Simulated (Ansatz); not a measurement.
SiNi, 4 atoms in the cell. The structure is orthorhombic, space group Pmmn (No. 59). Conventional cell: a = 2.943 Å, b = 3.280 Å, c = 4.677 Å, α = 90.00°, β = 90.00°, γ = 90.00°. Ni (site symmetry mm2) has 6 Si at 2.34 to 2.37 Å and 4 Ni at 2.65 Å as nearest neighbours. Around Si (site symmetry mm2) lie 6 Ni at 2.34 to 2.37 Å and 4 Si at 2.65 Å. The cell is a database's computed one.

| Quantity | Value |
| --- | --- |
| Program | Ansatz 0.2.0 |
| Task | single point |
| Functional | PBE |
| Potentials or basis | Ansatz PAW |
| Cutoff | 420 eV (not typed: the program's choice for these potentials) |
| k mesh | 9 × 8 × 6 |
| Occupations | fermi-dirac, width 0.05 eV |
| Spin | collinear spin, ferromagnetic start |
| Starting moments | [1.0, 1.0, 0.0, 0.0] μB |

Potentials or basis: Ansatz PAW.

Run with:

```bash
$ ansatz run input.yaml --threads 2 --pin off --max-ram 5632MiB --backend cpu --events-out ev --progress --plain --runs-dir out
```

Hardware: 2 threads of AMD EPYC (Zen 3), with other jobs on the host.

**Question.** Estimate the wall time of this run.

**Answer.** Wall time 26 s on 2 threads of AMD EPYC (Zen 3), on a shared host, peak memory 0.54 GiB. Counts: scf iterations 11, plane waves 893, k points 100, bands 28.
